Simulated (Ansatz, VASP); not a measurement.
In in VASP and in Ansatz

Contents of POSCAR:

```
In
1.0
    3.8498254057      2.2226977343      6.5655005699
   -3.8498254057      2.2226977343      6.5655005699
    0.0000000000     -4.4453954685      6.5655005699
In
12
Direct
    0.0101900000      0.6536100000      0.0101900000
    0.0101900000      0.0101900000      0.6536100000
    0.6536100000      0.0101900000      0.0101900000
    0.9898100000      0.3463900000      0.9898100000
    0.3463900000      0.9898100000      0.9898100000
    0.9898100000      0.9898100000      0.3463900000
    0.2211800000      0.6306000000      0.2211800000
    0.2211800000      0.2211800000      0.6306000000
    0.6306000000      0.2211800000      0.2211800000
    0.7788200000      0.3694000000      0.7788200000
    0.3694000000      0.7788200000      0.7788200000
    0.7788200000      0.7788200000      0.3694000000
```

INCAR.step1

```
SYSTEM = In
  ALGO = Normal
  EDIFF = 1E-4
  ENCUT = 520
  GGA = PE
  ISMEAR = 0
  LASPH = .TRUE.
  LCHARG = .FALSE.
  LREAL = .FALSE.
  LWAVE = .TRUE.
  NBANDS = 90
  NELM = 60
  PREC = Accurate
  SIGMA = 0.1
```

File INCAR.step2:

```
SYSTEM = In
  ALGO = Normal
  EDIFF = 1E-7
  ENCUT = 520
  ISIF = 2
  ISMEAR = 0
  ISTART = 1
  LASPH = .TRUE.
  LCHARG = .FALSE.
  LMIXTAU = .TRUE.
  LREAL = .FALSE.
  LWAVE = .FALSE.
  METAGGA = R2SCAN
  NBANDS = 90
  NELM = 60
  PREC = Accurate
  SIGMA = 0.1
```

KPOINTS

```
k-points
0
G
  3 3 3
  0 0 0
```

Input for Ansatz:

```yaml
crystal:
  lattice:
    - [3.8498254057, 2.2226977343, 6.5655005699]
    - [-3.8498254057, 2.2226977343, 6.5655005699]
    - [0.0, -4.4453954685, 6.5655005699]
  atoms:
    - { symbol: In, position: [0.01019, 0.65361, 0.01019] }
    - { symbol: In, position: [0.01019, 0.01019, 0.65361] }
    - { symbol: In, position: [0.65361, 0.01019, 0.01019] }
    - { symbol: In, position: [0.98981, 0.34639, 0.98981] }
    - { symbol: In, position: [0.34639, 0.98981, 0.98981] }
    - { symbol: In, position: [0.98981, 0.98981, 0.34639] }
    - { symbol: In, position: [0.22118, 0.6306, 0.22118] }
    - { symbol: In, position: [0.22118, 0.22118, 0.6306] }
    - { symbol: In, position: [0.6306, 0.22118, 0.22118] }
    - { symbol: In, position: [0.77882, 0.3694, 0.77882] }
    - { symbol: In, position: [0.3694, 0.77882, 0.77882] }
    - { symbol: In, position: [0.77882, 0.77882, 0.3694] }
basis:
  ecutwfc: 500
kpoints:
  mp_grid: { grid: [3, 3, 3] }
hamiltonian:
  xc: r2scan
scf:
  occupations: { method: gaussian, width: 0.1 }
  lower_state_search: "off"
output:
  forces: true
  stress: true
  eigenvalues: true
```

Alike in both runs: task single point; functional r2SCAN; k mesh 3 × 3 × 3; occupations gaussian, width 0.1 eV; no spin polarisation.

|  | VASP | Ansatz |
| --- | --- | --- |
| version | VASP 6.6.1 | Ansatz 0.2.0 |
| potentials or method | VASP PAW PBE potentials, release 64 (In_d) | scalar-relativistic, plane waves, PAW |
| plane-wave cutoff (eV) | 520 | 500 |
| valence electrons in the cell | 156 | 156 |

|  | VASP | Ansatz | Ansatz less VASP |
| --- | --- | --- | --- |
| gap on the k mesh at the Fermi level (eV) | none | none | - |
| pressure (GPa) | 11.0 | 10.8 | -0.12 |
| largest component of the traceless stress (GPa) | 1.08 | 1.08 | -0.003 |
| rms of the force components (eV/Å) | 1.046 | 1.032 | -0.0138 |

Atom by atom the forces differ by 0.014 eV/Å (rms over components). A gap of «none» marks a metal or a gap that the smearing closes. With one functional, cell and mesh, what is left measures potentials, basis and numerics.

Caveats: the PAW data sets were made with another functional, which shifts forces and pressure a little (VASP).
